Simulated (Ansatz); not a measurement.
**PbF2 (fluorite structure)**

Method: PBE, scalar-relativistic; no spin polarisation; PAW, 420 eV, 10×10×10 k-mesh, Gaussian smearing of 0.05 eV; code Ansatz. The datasets are Ansatz's generated set soft_2.

```
Pb F
1.0
     0.00000    3.00036    3.00036
     3.00036    0.00000    3.00036
     3.00036    3.00036    0.00000
Pb F
1 2
Cartesian
  0.0000 0.0000 0.0000
  1.5002 1.5002 1.5002
  4.5005 4.5005 4.5005
```

The start was a prototype's sites filled with these elements; the Crystallography Open Database holds the compound in this structure.

Cell and atoms are those of this level's equilibrium.

The cell has space group Fm-3m (read at 0.01 Å). In it the stress is 0.00, 0.00, 0.00, 0.00, 0.00, 0.00 GPa and the largest force component 0.000 eV/Å. Each change below starts from this cell, without further relaxation. Stress is in GPa, positive in compression, in the order xx, yy, zz, yz, xz, xy; energies are counted from the cell above.

What happens when atom 2 (F) is moved by 0.08 Å along y?

The energy changes by 7.1 meV per cell, and the force on it along the shift is -0.178 eV/Å (−F/u = 2.23 eV/Å²). Stress: 0.06, 0.13, 0.06, 0.00, -0.50, 0.00. The gap on the mesh goes from 4.43 eV to 4.36 eV.
```
atom  Fx (eV/Å)      Fy     Fz
 Pb1      0.000   0.043  0.000
  F2      0.000  -0.178  0.000
  F3      0.000   0.136  0.000
```
In a harmonic crystal the energy would rise by −½F·u = ½ × 2.23 × 0.08² eV = 7.1 meV, which matches.

One atom was moved along a Cartesian axis, and these forces appeared. Which atom, and about how far?
```
atom  Fx (eV/Å)     Fy      Fz
 Pb1      0.000  0.000   0.026
  F2      0.000  0.000  -0.111
  F3      0.000  0.000   0.085
```

Atom 2 (F) is moved by 0.05 Å along z; the energy changes by 2.8 meV per cell.

What stress follows from an engineering strain of -1 % in xz, atoms carried along?

0.01, 0.01, 0.01, 0.00, 0.27, 0.00 GPa; the energy changes by 0.4 meV per cell.
```
atom  Fx (eV/Å)      Fy     Fz
 Pb1      0.000   0.000  0.000
  F2      0.000   0.021  0.000
  F3      0.000  -0.021  0.000
```
The change of the stress over the strain gives a clamped-atom stiffness of about 27 GPa for this component.

What stress follows from an engineering strain of 2 % in xz, atoms carried along?

0.04, 0.04, 0.04, 0.00, -0.54, 0.00 GPa; the energy changes by 1.8 meV per cell. The gap on the mesh goes from 4.43 eV to 4.41 eV.
```tsv
atom	Fx (eV/Å)	Fy	Fz
Pb1	0.000	0.000	0.000
F2	0.000	-0.042	0.000
F3	0.000	0.042	0.000
```
The change of the stress over the strain gives a clamped-atom stiffness of about 27 GPa for this component.
In a harmonic crystal the energy would rise by V(½Cε² − σ₀ε), with σ₀ the stress of the unstrained cell, = 1.8 meV, which matches.

All atoms and the cell are disturbed at random:
```xyz
3
Lattice="-0.0324 2.9467 2.9894 2.9173 -0.0216 2.9786 2.9947 3.0133 -0.0989" Properties=species:S:1:pos:R:3 pbc="T T T"
Pb   -0.0263   -0.0047    0.0294
F     1.4616    1.5053    1.4679
F     4.4444    4.4378    4.3717
```
Give the energy change, the stress and the forces.

18.4 meV per cell; stress 0.91, 0.55, -0.17, 1.01, 0.60, -0.47 GPa. The gap on the mesh goes from 4.43 eV to 4.31 eV.
```tsv
atom	Fx (eV/Å)	Fy	Fz
Pb1	0.041	-0.013	-0.037
F2	0.125	-0.006	-0.057
F3	-0.166	0.019	0.094
```

All atoms and the cell are disturbed at random:
```xyz
3
Lattice="0.0417 3.0442 3.0161 3.0899 0.0217 3.0360 3.0418 3.0159 0.0699" Properties=species:S:1:pos:R:3 pbc="T T T"
Pb   -0.1056    0.2096   -0.0377
F     1.4582    1.5960    1.5336
F     4.8207    4.2762    4.6261
```
Give the energy change, the stress and the forces.

293.5 meV per cell; stress 2.50, 3.29, 3.13, 2.06, -4.25, -1.02 GPa. The gap on the mesh goes from 4.43 eV to 3.85 eV.
| atom | Fx (eV/Å) | Fy | Fz |
| --- | --- | --- | --- |
| Pb1 | 0.302 | -0.572 | -0.449 |
| F2 | 0.347 | -0.546 | -0.096 |
| F3 | -0.650 | 1.119 | 0.545 |

Semilocal functionals underestimate band gaps, commonly by a third or more. Spin–orbit coupling, which matters for such heavy elements, is left out. The relaxed cell is 4 % larger in volume than the cell of this structure in the Crystallography Open Database (17.38 Å³/atom, 2011).
